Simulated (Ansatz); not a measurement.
## KTaO3: energy against volume and a worked fit

```
CELL_PARAMETERS angstrom
3.98830 0.00000 0.00000
0.00000 3.98830 0.00000
0.00000 0.00000 3.98830
ATOMIC_POSITIONS crystal
Ta 0.00000 0.00000 0.00000
K 0.50000 0.50000 0.50000
O 0.00000 0.00000 0.50000
O 0.00000 0.50000 0.00000
O 0.50000 0.00000 0.00000
```

The cell was scaled at fixed shape and fractions and run with Ansatz, Ansatz PAW, cutoff 500 eV; r2SCAN, k mesh 7 × 7 × 7 on the cell of 5 atoms, fermi-dirac occupations of 0.05 eV, no spin polarisation, no spin-orbit coupling. The potentials were made for PBE. Energies are those that the program minimises, any entropy of the smearing included.

```csv
V (Å³/atom),energy over the lowest row (meV/atom)
11.9267,34.91
12.1805,15.28
12.4342,?
12.6880,0.00
12.9418,2.74
13.1955,11.48
13.4493,25.59
```

Problem. Fit the third-order Birch-Murnaghan form, give V0, B0 and B′, and predict the energy left open.

Solution. With y = (V0/V)^(2/3), E = E0 + (9 V0 B0/16) [(y - 1)³ B′ + (y - 1)² (6 - 4y)]. Least squares through the rows shown give V0 = 12.7061 Å³/atom, E0 = -0.02 meV, B0 = 209.0 GPa (1 eV/Å³ = 160.218 GPa) and B′ = 4.38, with a largest miss of 0.01 meV. At V = 12.4342 the form with these constants gives 3.93 meV; the run gave 3.92 meV an atom. Measured volume: 12.69 Å³/atom (a printed reference work), so the fit lies +0.1 % from it. The runs are for a static lattice.
